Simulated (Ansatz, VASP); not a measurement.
# Ti2H: VASP beside Ansatz

File INCAR:

```
  PREC = Accurate
  ENCUT = 520
  EDIFF = 1E-6
  ISMEAR = -1
  SIGMA = 0.1
  LREAL = F
  LASPH = T
  NELM = 60
  ALGO = Normal
  ISIF = 2
  LWAVE = F
  LCHARG = F
  GGA = PS
  NBANDS = 34
```

KPOINTS

```
regular mesh
0
Gamma
  6 6 6
```

POSCAR

```
Ti2H
1.0
    4.2291990000      0.0000000000      0.0000000000
    0.0000000000      4.2291990000      0.0000000000
    0.0000000000      0.0000000000      4.2291990000
Ti H
4 2
Direct
    0.2500000000      0.7500000000      0.2500000000
    0.7500000000      0.2500000000      0.2500000000
    0.2500000000      0.2500000000      0.7500000000
    0.7500000000      0.7500000000      0.7500000000
    0.0000000000      0.0000000000      0.0000000000
    0.5000000000      0.5000000000      0.5000000000
```

Input for Ansatz:

```yaml
crystal:
  lattice:
    - [4.229199, 0.0, 0.0]
    - [0.0, 4.229199, 0.0]
    - [0.0, 0.0, 4.229199]
  atoms:
    - { symbol: Ti, position: [0.25, 0.75, 0.25] }
    - { symbol: Ti, position: [0.75, 0.25, 0.25] }
    - { symbol: Ti, position: [0.25, 0.25, 0.75] }
    - { symbol: Ti, position: [0.75, 0.75, 0.75] }
    - { symbol: H, position: [0.0, 0.0, 0.0] }
    - { symbol: H, position: [0.5, 0.5, 0.5] }
basis:
  ecutwfc: 462.593566181796
kpoints:
  mp_grid:
    grid: [6, 6, 6]
hamiltonian:
  xc: pbesol
  pseudopotentials:
    kind: paw
scf:
  occupations:
    method: fermi_dirac
    width: 0.1
output:
  stress: true
```

The cell comes from a database or a generator and needn't be the stable form of this composition.

Alike in both runs: task single point; functional PBEsol; k mesh 6 × 6 × 6; occupations fermi-dirac, width 0.1 eV; no spin polarisation.

```csv
,VASP,Ansatz
version,VASP 6.6.1,Ansatz 0.2.0
potentials or method,"VASP PAW PBE potentials, release 64 (Ti_sv, H)","plane waves, PAW"
plane-wave cutoff (eV),520,463
valence electrons in the cell,50,50
```

|  | VASP | Ansatz | Ansatz less VASP |
| --- | --- | --- | --- |
| pressure (GPa) | -3.6 | -3.5 | +0.06 |

Caveats: the PAW data sets were made with another functional, which shifts forces and pressure a little (VASP).
